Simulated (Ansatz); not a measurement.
Al: equation of state with PBE+D4

**What was measured.**

“The interpretation of polycrystalline coherent inelastic neutron scattering from aluminium”, 2013, pmc:3831299 quotes, for a bulk crystal of Al: bulk modulus 76.9 GPa.

Al:

```
CELL_PARAMETERS angstrom
0.00000 2.02481 2.02481
2.02481 0.00000 2.02481
2.02481 2.02481 0.00000
ATOMIC_POSITIONS crystal
Al 0.00000 0.00000 0.00000
```

- Program: Ansatz 0.2.0
- Task: equation of state
- Functional: PBE
- Dispersion: D4
- Potentials or basis: Ansatz PAW
- Cutoff: 420 eV
- Density cutoff: 1680 eV
- k mesh: 11 × 11 × 11
- Occupations: fermi-dirac, width 0.05 eV
- Spin: no spin polarisation

```json
{
  "Equilibrium volume": "15.86 Å³/atom",
  "Bulk modulus": "87 GPa",
  "Pressure derivative of the bulk modulus": "4.5"
}
```

Energy against volume, from the lowest point:
```csv
volume (Å³/atom),energy (meV/atom)
15.607,1.07
15.939,0.00
16.271,2.61
16.603,8.53
16.935,17.41
17.267,28.90
17.599,42.74
```

All runs of the series together: 4.7 s on 2 threads of AMD EPYC 7R43 64-Core Processor (Zen 3), with other jobs on the host.

Measured bulk modulus of Al: 76.9 GPa (quoted in “The interpretation of polycrystalline coherent inelastic neutron scattering from aluminium”, 2013, pmc:3831299). This calculation gives 87 GPa (+13.7 %). The fit is for a static lattice scaled at fixed shape and fixed fractional positions. The cell as given is a measured one (16.60 Å³/atom); PBE+D4 puts the equilibrium volume -4.4 % from it, thermal expansion not counted.
